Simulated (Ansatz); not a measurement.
## Sb in Ansatz: convergence with k mesh

Crystal: Sb.

```xyz
1
Lattice="-1.5776 1.5802 2.7118 1.5670 -1.5443 2.6848 1.6043 1.5710 -2.6909" Properties=species:S:1:pos:R:3 pbc="T T T"
Sb    0.0066    0.0476    0.0149
```

The cell isn't the ideal one: cell strained at random at fixed volume.

```yaml
Program: Ansatz 0.2.0
Task: convergence study
Functional: PBE
Potentials_or_basis: Ansatz PAW
Cutoff: "420 eV (not typed: the program's choice for these potentials)"
k_mesh: 3 × 3 × 4
Occupations: fermi-dirac, width 0.05 eV
Spin: no spin polarisation
```

These are the settings of the first run; the series varies k mesh, with any setting tied to it.

Hardware: 2 threads of Arm Neoverse V1 (shared host).

**Question.** The values tried are 3 × 3 × 4, 4 × 4 × 4, 5 × 5 × 6, 6 × 6 × 7, 7 × 7 × 8, 9 × 9 × 10, 11 × 11 × 13, 13 × 13 × 16, 16 × 16 × 19, loosest first. From which on does the pressure stay within 0.1 GPa of the tightest run that finished?

**Answer.** From 13 × 13 × 16 on.

```tsv
k mesh	energy less the tightest run, at zero smearing (meV/atom)	pressure (GPa)	SCF cycles	CPU time (s)	peak memory (GiB)
3 × 3 × 4	-45.16	2.52	6	0.67	0.31
4 × 4 × 4	10.21	0.64	6	0.96	0.32
5 × 5 × 6	-52.60	1.76	6	1.6	0.34
6 × 6 × 7	-46.37	1.53	6	2.4	0.37
7 × 7 × 8	6.19	1.73	6	3.5	0.39
9 × 9 × 10	8.13	2.01	6	7.3	0.45
11 × 11 × 13	-4.05	1.66	6	14	0.56
13 × 13 × 16	-2.57	1.87	6	23	0.72
16 × 16 × 19	0.00	1.89	6	41	1
```

Not settled before the last step: the energy (to 1 meV/atom). Meshes of other sizes hit other points, so gaps and Fermi surfaces needn't settle smoothly. The tightest run that finished is the yardstick and may itself not be fully converged.

The run has no spin-orbit coupling, so splittings on Sb are missing.
